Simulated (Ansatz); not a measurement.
The polar optical mode of CsH, worked through

Level of theory: Ansatz 0.2.0, DFT LDA, scalar-relativistic, plane waves, PAW. Settings: 420 eV plane-wave cutoff, Γ-centred 8×8×8 mesh, fixed occupations. No spin polarisation. Phonons by linear response, acoustic sum rule imposed.

The cell, relaxed at this level:
```cif
data_structure
_symmetry_space_group_name_H-M 'Fm-3m'
_symmetry_Int_Tables_number 225
_cell_length_a 6.0972
_cell_length_b 6.0972
_cell_length_c 6.0972
_cell_angle_alpha 90.000
_cell_angle_beta 90.000
_cell_angle_gamma 90.000
_cell_volume 226.67
loop_
_atom_site_label
_atom_site_type_symbol
_atom_site_symmetry_multiplicity
_atom_site_Wyckoff_symbol
_atom_site_fract_x
_atom_site_fract_y
_atom_site_fract_z
_atom_site_occupancy
Cs1 Cs 4 a 0.00000 0.00000 0.00000 1
H1 H 4 b 0.50000 0.00000 0.00000 1
```

Spin–orbit coupling is left out, which matters for heavy elements.

Linear response gives ν_TO = 452.3 cm⁻¹, Born charges ±1.149 e (positive on Cs) and ε∞ = 3.593. The primitive cell holds 56.668 Å³, and the masses are 132.905 and 1.008 amu.

Task: Find ν_LO and the static dielectric constant.

Result: The long-wave field adds a restoring force: ω_LO² − ω_TO² = Z*²e²/(ε_vac ε∞ μV). In these units ν_LO² − ν_TO² = 4.92064×10⁷ Z*²/(μ V ε∞) cm⁻², with μ = m₁m₂/(m₁ + m₂) = 1.000 amu: 319166 cm⁻². So ν_LO = √(452.3² + 319166) = 723.7 cm⁻¹, and the run gives 723.7. Lyddane–Sachs–Teller then gives ε0 = ε∞ (ν_LO/ν_TO)² = 9.20, against 9.20 in the run (it forms both from the same three quantities, so the match checks the arithmetic only). Between ν_TO and ν_LO the dielectric function is negative and an undamped crystal reflects fully: a reststrahlen band from 13.8 to 22.1 μm.

Task: What do the Clausius–Mossotti polarisability and the Szigeti charge come to?

Result: With the Lorentz local field, α = (3V/4π)(ε∞ − 1)/(ε∞ + 2) = 6.27 Å³ for the pair, and e_S = 3Z*/(ε∞ + 2) = 0.62 e. The Born charge includes the electrons' response to the dipole's own local field, and e_S takes that enhancement out. The Lorentz field assumes point-like polarisable ions, a fair picture at this small ε∞.

Task: How strongly does a slow electron couple to the LO mode?

Result: For one isotropic parabolic band, Fröhlich's constant is α_F = (1/ε∞ − 1/ε0) √(m* Ry/ħω_LO), with Ry = 13.606 eV, ħω_LO = 89.7 meV and m* in free-electron masses: α_F = 0.1696 × 12.31 × √m* = 2.09 √m*. The band mass isn't part of this run; for m* = 0.1, 0.3 and 1 it gives 0.66, 1.14, 2.09. In weak coupling the polaron lies α_F ħω_LO below the band edge (103 meV at m* = 0.3) with a mass m*(1 + α_F/6); past α_F of about 5 or 6 that expansion fails. A semilocal functional's ε∞ tends to be too large, which taken alone lowers α_F.